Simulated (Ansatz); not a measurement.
# VMo3Se8: the cost of one run

Method: DFT PBE, scalar-relativistic, plane waves, PAW, in Ansatz 0.2.0.

## Step 1: Starting point

It takes space group P-6m2 (No. 187, hexagonal). The conventional cell has a = 2.521 Å, b = 2.521 Å, c = 53.415 Å, α = 90.00°, β = 90.00°, γ = 120.00°. Around V (site symmetry -6m2) lie 6 Se at 1.92 Å. Mo (site symmetry 3m) is surrounded by 6 Se at 1.92 Å. Around Mo (site symmetry -6m2) lie 6 Se at 1.92 Å. Se (site symmetry 3m) has 3 Mo at 1.92 Å as nearest neighbours. Around Se (site symmetry 3m) lie 3 V at 1.92 Å.

Structure file:

```
V Mo Se
1.0
     2.52054    0.00000    0.00000
    -1.26027    2.18285    0.00000
     0.00000    0.00000   53.41517
V Mo Se
1 3 8
Direct
  0.00000 0.00000 0.50000
  0.00000 0.00000 0.75000
  0.00000 0.00000 0.00000
  0.00000 0.00000 0.25000
  0.33333 0.66667 0.77350
  0.33333 0.66667 0.02350
  0.33333 0.66667 0.27350
  0.33333 0.66667 0.52350
  0.33333 0.66667 0.97650
  0.33333 0.66667 0.22650
  0.33333 0.66667 0.47650
  0.33333 0.66667 0.72650
```

The start is an ordering of an alloy on its end members' structure types: elements ordered on the sites of the MoSe2 type, V/Mo on Mo (P-6m2, No. 187).

## Step 2: A first look at the guess

Input file input.yaml:

```yaml
crystal:
  lattice:
    - [2.52054046, 0.0, 0.0]
    - [-1.26027023, 2.18285207, 0.0]
    - [0.0, 0.0, 53.41517071]
  atoms:
    - { symbol: V, position: [0.0, 0.0, 0.5], spin: -2.0 }
    - { symbol: Mo, position: [0.0, 0.0, 0.75], spin: 1.0 }
    - { symbol: Mo, position: [0.0, 0.0, 0.0], spin: 1.0 }
    - { symbol: Mo, position: [0.0, 0.0, 0.25], spin: 1.0 }
    - { symbol: Se, position: [0.33333333, 0.66666667, 0.77350308] }
    - { symbol: Se, position: [0.33333333, 0.66666667, 0.02350308] }
    - { symbol: Se, position: [0.33333333, 0.66666667, 0.27350308] }
    - { symbol: Se, position: [0.33333333, 0.66666667, 0.52350308] }
    - { symbol: Se, position: [0.33333333, 0.66666667, 0.97649692] }
    - { symbol: Se, position: [0.33333333, 0.66666667, 0.22649692] }
    - { symbol: Se, position: [0.33333333, 0.66666667, 0.47649692] }
    - { symbol: Se, position: [0.33333333, 0.66666667, 0.72649692] }
basis:
  ecutwfc: 420
kpoints:
  mp_grid: { grid: [6, 6, 1] }
hamiltonian:
  xc: pbe
scf:
  occupations: { method: gaussian, width: 0.1 }
  lower_state_search: "off"
output:
  forces: true
  stress: true
  eigenvalues: true
  populations: true
magnetization:
  spin_polarized: true
```

Command:

```sh
ansatz run input.yaml --threads 4 --pin off --max-ram 8192MiB --backend cpu --events-out ev --progress --plain --runs-dir out
```

What time and memory should one allow on 4 threads of Intel Xeon at 2.70GHz, shared host?

About 79 s, with a peak of 1.2 GiB.
